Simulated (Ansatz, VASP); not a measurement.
# Cross-check of TaSb2 between VASP and Ansatz, part 2 of 2

Aim: how closely do two programs agree when they are given the same cell, functional and k mesh?

VASP 6.6.1 and Ansatz 0.2.0.

So far: Set-up; VASP: relaxation of cell and atoms, r2SCAN.

## 3. Ansatz: relaxation of cell and atoms, r2SCAN

Level of this step: Ansatz beside VASP: Kohn-Sham DFT, plane waves, r2SCAN (Ansatz).

Ansatz runs on its default PAW (the set named soft_2) files.

The same cell, functional, mesh and smearing now go to Ansatz, which takes its cutoff from its data sets.

Contents of input.yaml:

```yaml
crystal:
  lattice:
    - [5.1376696421, -1.848878578, 0.0]
    - [5.1376696421, 1.848878578, 0.0]
    - [-4.2456934306, 0.0, 7.1993285779]
  atoms:
    - { symbol: Ta, position: [0.84885688, 0.84885688, 0.81100998] }
    - { symbol: Ta, position: [0.15114312, 0.15114312, 0.18899002] }
    - { symbol: Sb, position: [0.14828423, 0.14828423, 0.53529996] }
    - { symbol: Sb, position: [0.85171578, 0.85171578, 0.46470004] }
    - { symbol: Sb, position: [0.40461722, 0.40461722, 0.11031141] }
    - { symbol: Sb, position: [0.59538278, 0.59538278, 0.88968859] }
hamiltonian:
  xc: r2scan
  pseudopotentials: { kind: paw }
kpoints:
  mp_grid: { grid: [7, 7, 3] }
scf:
  occupations: { method: fermi_dirac, width: 0.05 }
relax:
  f_tol: 0.01
  max_steps: 60
  cell: { stress_tol: 0.05 }
output:
  forces: true
  stress: true
```

Started as:

```sh
$ ansatz run input.yaml --threads 4 --pin off --max-ram 9216MiB --backend cpu --events-out ev --progress --plain --runs-dir out
```

Numbers of over 12 decimals in the logs are rounded to 6 here.

Output:

```text
Engine: ansatz 0.2.0, aarch64-unknown-linux-gnu
Pseudopotentials: kind: paw
Pseudopotential: Ta, paw, valence charge 13, recommended cutoff 500 eV (meta_gga), Ta.paw.azcp
Pseudopotential: Sb, paw, valence charge 15, recommended cutoff 500 eV (meta_gga), Sb.paw.azcp
Functional definition: r2SCAN
  parameter k0 = 0.174
  parameter k1 = 0.065
  parameter a1 = 4.9479
  exchange = r2scan_x(k0 = k0, k1 = k1, a1 = a1)
  correlation = r2scan_c
Crystal: 6 atoms, lattice volume = 136.772 Å³
Basis set: ecut = 500 eV, 3469 PW (Γ), exchange–correlation on 160×160×256 points (64 copies of the dense FFT grid, shifted against one another)
Bands: 52, of which v1, the nominal top of the filled ones, is band 43 counted from 1 (42 counted from 0)
Symmetry: 4 space group operations
Space group: C2/m (ITA 12), of the structure as read, at distance tolerance 5.2e-5 Å
k-points: 44 of 147
Non-local potential: Ta, projectors of the file, l = 0: 3, l = 1: 2, l = 2: 2, l = 3: 1
Non-local potential: Sb, projectors of the file, l = 0: 2, l = 1: 2, l = 2: 2, l = 3: 2
PAW form: soft (Blöchl's): semilocal exchange-correlation on the pseudo side does not see the compensation charge
PAW frozen core: Ta, regenerated for the run's functional (the file was generated under x = pbe(κ = 0.804, μ = 0.219515), c = pbe(β = 0.066725))
PAW frozen core: Sb, regenerated for the run's functional (the file was generated under x = pbe(κ = 0.804, μ = 0.219515), c = pbe(β = 0.066725))
PAW one-centre angular grid: Ta, 590 points (default); XC on 160 Gauss nodes
PAW one-centre angular grid: Sb, 590 points (default); XC on 160 Gauss nodes
Initial density: superposition of atomic densities (neutral atoms: chi_scale 0, normalization atom), corrected by the library's trained network
Initial wavefunctions: pseudopotential atomic-orbital guess
Functional: x = r2scan, c = r2scan; τ floored in thin density (d = 2e-4 eV/Å³)
SCF iter   1: F=—  HF=-45886.094763 eV  |F-HF|=—  |Δ(HF+E_count)|=         —  Δρ=6.65e-3  dr2=3.18e-2  dr2_τ=3.03e-2  ethr=1.77e-3  ⟨swp⟩=7.0  Hψ=9655  notcnv=0  defer=14
preconditioner: auto → Kerker (q_TF=auto, 2.525 Å⁻¹)  [metal: Δε(μ)=0.016 eV  Ē_g=7.487 eV  σ=0.050 eV  W_gap=0.08  n_scr=38 (ndim 8)  ℏωp=17.4 eV  f_vac=0.000  D(μ)=0.91/eV (n_scr^D=2)]
SCF iter   2: F=—  HF=-45886.211243 eV  |F-HF|=—  |Δ(HF+E_count)|=   1.16e-1  Δρ=4.37e-3  dr2=1.62e-2  dr2_τ=6.53e-4  ethr=3.69e-5  ⟨swp⟩=2.0  Hψ=4744  notcnv=0  defer=95
SCF iter   3: F=—  HF=-45886.219249 eV  |F-HF|=—  |Δ(HF+E_count)|=   8.01e-3  Δρ=6.25e-4  dr2=1.26e-3  dr2_τ=1.50e-4  ethr=1.88e-5  ⟨swp⟩=2.0  Hψ=4298  notcnv=0  defer=95
SCF iter   4: F=—  HF=-45886.219370 eV  |F-HF|=—  |Δ(HF+E_count)|=   1.21e-4  Δρ=2.68e-4  dr2=1.66e-4  dr2_τ=1.85e-5  ethr=1.47e-6  ⟨swp⟩=2.0  Hψ=2668  notcnv=0  defer=95
SCF iter   5: F=—  HF=-45886.219412 eV  |F-HF|=—  |Δ(HF+E_count)|=   4.29e-5  Δρ=1.06e-4  dr2=3.45e-5  dr2_τ=1.57e-6  ethr=1.93e-7  ⟨swp⟩=2.0  Hψ=2809  notcnv=0  defer=95
SCF iter   6: F=—  HF=-45886.219368 eV  |F-HF|=—  |Δ(HF+E_count)|=   4.42e-5  Δρ=3.14e-5  dr2=1.70e-6  dr2_τ=4.01e-8  ethr=4.01e-8  ⟨swp⟩=2.0  Hψ=2852  notcnv=0  defer=95
SCF iter   7: F=—  HF=-45886.219369 eV  |F-HF|=—  |Δ(HF+E_count)|=   5.67e-7  Δρ=8.89e-6  dr2=1.39e-7  dr2_τ=2.54e-9  ethr=1.98e-9  ⟨swp⟩=3.0  Hψ=4159  notcnv=0  defer=95
SCF iter   8: F=-45886.219369 eV  HF=-45886.219369 eV  |F-HF|=1.76e-9  |Δ(HF+E_count)|=   6.07e-8  Δρ=2.19e-6  dr2=1.19e-8  dr2_τ=3.33e-10  ethr=1.16e-10  ⟨swp⟩=4.7  Hψ=6990  notcnv=0
SCF 1 converged in 8 iterations: F = -45886.219369 eV  dr2 = 1.19e-8
  greatest PAW one-centre occupation: 0.998 electrons in one spin orbital (limit 2), on the Ta atom at site 1 (counted from 0), in its partial waves of l = 0
relax step   1: F+E_penalty+E_count = -45886.21936883 eV  Δ(F+E_penalty+E_count) = +0.000e0 eV  max|allowed force component| = 7.142e-2 eV/Å  Δτ_max = 0.0000 Å  P = -0.326 GPa  Ω = 136.772 Å³  (8 SCF iters, dr2 threshold 1.00e-7 eV, accepted)
[...]
relax step   2: F+E_penalty+E_count = -45886.21568411 eV  Δ(F+E_penalty+E_count) = +3.685e-3 eV  max|allowed force component| = 1.797e-1 eV/Å  Δτ_max = 0.0120 Å  P = +0.724 GPa  Ω = 135.898 Å³  energy of the carried Pulay correction = +1.439e-4 eV  (6 SCF iters, dr2 threshold 5.59e-7 eV, rejected (line search))
[...]
relax step   3: F+E_penalty+E_count = -45886.22031201 eV  Δ(F+E_penalty+E_count) = -9.432e-4 eV  max|allowed force component| = 2.674e-3 eV/Å  Δτ_max = 0.0036 Å  P = +0.009 GPa  Ω = 136.456 Å³  energy of the carried Pulay correction = +5.196e-5 eV  (10 SCF iters, accepted)
[...]
relax step   4: F+E_penalty+E_count = -45886.22026162 eV  Δ(F+E_penalty+E_count) = +5.039e-5 eV  max|allowed force component| = 2.679e-3 eV/Å  Δτ_max = 0.0000 Å  P = +0.008 GPa  Ω = 136.456 Å³  stress off target by 2.67e-2 GPa  SCF on the basis re-selected at this cell (its energy is not comparable with the rows above)  (3 SCF iters)
basis re-selected at this cell: Δ(F+E_penalty+E_count) = +5.039e-5 eV, ΔP = -0.000 GPa vs the last step (what re-selecting the basis moved, of the pressure what is left beyond the Pulay correction that the steps carried, after the strain that the cell walked since its last selection, with what the two solves' SCF thresholds leave and, on support functions, any second-order correction that the steps lacked; it is no m [...]
SCF converged after 3 iterations
Free energy (F): -45886.220262 eV
Harris-Foulkes:  -45886.220262 eV  (|F-HF|=1.46e-11)
Internal energy: -45886.213480 eV  (E = F + TS)
E sigma→0 (E₀):  -45886.216871 eV
Entropy (-TS):   -0.006781 eV (-1.130 meV/atom)
Fermi energy:    14.289613 eV
--- Per-component energies (eV) ---
  E_band       = -817.593519
  E_kinetic    = 1564.998718
  E_local      = -6918.161978  (includes V_loc(G=0)·N_el)
  E_nonlocal   = 1486.987777
  E_hartree    = 3068.764523
  E_xc         = -920.266657
  E_vxc        = -857.547291  (∫ρ·V_xc dr)
  E_paw        = -35260.884478  (= ΣΔE_a)
  E_vpaw       = -2281.021177  (= ΣTr[D̂ρ^β])
  E_aug_tail   = 0.000157  (compensation charges beyond the density's cutoff)
  E_vtau       = 49.621084  (kinetic-family band-sum trace: ∫τ·v_τ [+ j·A + Jᵃ·Aᵃ] dr)
  E_ewald      = -8908.163130
  E_core_change = 0.511587  (= ΣΔE_core)
  E_smearing   = -0.006781  (= −TS)
  E_closure    = 0.000000  (closes the sum)
  Σ components = -45886.220262   (vs F -45886.220262, Δ=0.00e0)
--- Forces (eV/Å), atoms counted from 1 ---
  atom   1  Ta    -0.00017186    -0.00000000    -0.00176738
  atom   2  Ta     0.00017186     0.00000000     0.00176738
  atom   3  Sb     0.00086490    -0.00000000    -0.00171722
  atom   4  Sb    -0.00086490     0.00000000     0.00171722
  atom   5  Sb     0.00267933     0.00000000    -0.00100491
  atom   6  Sb    -0.00267933    -0.00000000     0.00100491
  max |Σ_I F_I| component: 2.17e-19 eV/Å
--- Stress (GPa, compression-positive) ---
       -0.012774      -0.000000      -0.002826
       -0.000000       0.026738      -0.000000
       -0.002826      -0.000000       0.010761
  P = ⅓ Tr σ = 0.0082 GPa (0.082 kbar)
--- Relaxed structure (3 steps of the walk, 2 accepted, 1 SCFs on fresh bases) ---
  F+E_penalty+E_count = -45886.22026162 eV   max|allowed force component| = 2.679e-3 eV/Å   (the final SCF, on the basis selected at the relaxed cell)
  cell:  # Å, volume = 136.4558 Å³
    - [5.131788, -1.848074, 0.00122201]
    - [5.131788, 1.848074, 0.00122201]
    - [-4.239120, -1.4826310448822851e-18, 7.193045]
  atoms:
    - { symbol: Ta, position: [0.849108, 0.849108, 0.810997] }
    - { symbol: Ta, position: [0.150892, 0.150892, 0.189003] }
    - { symbol: Sb, position: [0.148519, 0.148519, 0.535101] }
    - { symbol: Sb, position: [0.851481, 0.851481, 0.464899] }
    - { symbol: Sb, position: [0.404785, 0.404785, 0.110229] }
    - { symbol: Sb, position: [0.595215, 0.595215, 0.889771] }
```

Wall time 36 s (4 threads of Arm Neoverse V1, shared host); peak memory 1.1 GiB.

## 4. Differences

Known differences besides the potentials themselves: VASP keeps PBE cores, Ansatz makes them for the functional; both relaxations stop at a tolerance, which leaves soft axes loose, and VASP keeps its plane-wave basis; the data sets hold 86 valence electrons in Ansatz (default PAW (the set named soft_2) files) and 42 in VASP; the cutoff is 500 eV in Ansatz and 520 eV in VASP; Ansatz adds a Pulay correction to the stress that steers its cell, VASP none. Total energies have different zeros and are not compared.

Compared:

```tsv
quantity	Ansatz	VASP	difference
volume (Å³)	136.46	136.70	-0.18 %
edge a after relaxation, in the typed setting (Å)	5.454	5.459	-0.08 %
edge c after relaxation, in the typed setting (Å)	8.349	8.351	-0.03 %
```

The walks stopped with 0.01 GPa left in Ansatz and -0.01 GPa in VASP; each walk ends within a tolerance, so the volume difference is uncertain by about these residues over the bulk modulus, most in soft cells.

## 5. What came out

```json
{
 "difference in volume (relaxation of cell and atoms, r2SCAN)": "-0.18 %"
}
```

In words: The difference in volume is -0.18 % (relaxation of cell and atoms, r2SCAN), within the 1.2 % picked in this series as the mark of a large difference, as far as the stopping tolerances let one tell. Such differences can come from data sets, numerical settings and the points named under the comparisons, not from the functional's error against experiment.

[Lines on the potential files, build, host, timing and source positions are cut from VASP's logs without a mark.]

[Logs are printed without paths, hosts, clocks, repeated set-up lines and the standing remarks that a program may print on its own settings, such as how far it seeks lower states.]

[Hosts, paths, dates, database ids (printed as entryN), source tags and the programs' standing remarks are cut or masked in the printed files.]
